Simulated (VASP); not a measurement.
Wanted: the native input for a VASP 6.6.1 run.

```yaml
Task: relaxation of cell and atoms
Functional: PBEsol
Potentials_or_basis: VASP PAW PBE potentials, release 64 (Si)
Cutoff: 600 eV
k_mesh: 12 × 12 × 12
Occupations: gaussian, width 0.02 eV
Spin: no spin polarisation
Target_pressure: 7.75 GPa
Dipole_correction: no
Further_INCAR_settings: ALGO = Normal; EDIFF = 1e-06; IBRION = 2; EDIFFG = -0.002; NSW = 80; ISIF = 3
Target_pressure: 7.75 GPa
```

The structure of Si lies in POSCAR:

```
Si
1.0
    0.0000000000      2.6532026038      2.6532026038
    2.6532026038      0.0000000000      2.6532026038
    2.6532026038      2.6532026038      0.0000000000
Si
2
Direct
    0.7500000000      0.7500000000      0.7500000000
    0.5000000000      0.5000000000      0.5000000000
```

The input as run:

INCAR

```
PREC = Accurate
ENCUT = 600
EDIFF = 1E-6
ISMEAR = 0
SIGMA = 0.02
LREAL = F
LASPH = T
NELM = 60
ALGO = Normal
ISIF = 3
LWAVE = F
LCHARG = F
GGA = PS
IBRION = 2
NSW = 80
EDIFFG = -0.002
PSTRESS = 77.5
```

KPOINTS

```
Automatic mesh
0
Gamma
  12 12 12
```

Potentials or basis: VASP PAW PBE potentials, release 64 (Si).

Command:

```sh
$ cat potpaw_PBE.64/Si/POTCAR > POTCAR
$ mpirun -np 1 vasp_std > vasp.out
```

It gave:

The relaxed volume is 18.70 Å³/atom and the relaxed cell is a = 3.754 Å, b = 3.754 Å, c = 3.754 Å, α = 60.00°, β = 60.00°, γ = 60.00°. The space group after relaxing (to 0.05 Å) is Fd-3m (No. 227). The energy change on relaxing (the enthalpy is what falls) is -1.0 meV/atom and the ionic steps are 3. The pressure after relaxing is 7.7 GPa. The band gap on the k mesh is 0.33 eV, indirect (least direct gap 2.54 eV).

Caveat: the cell is relaxed towards a set pressure, so the enthalpy falls and the energy may rise; the PAW data sets were made with another functional, which shifts forces and pressure a little.

It took 48 s on 1 thread of Intel(R) Xeon(R) Platinum 8488C (Sapphire Rapids), on a shared host, peak memory 0.16 GiB.
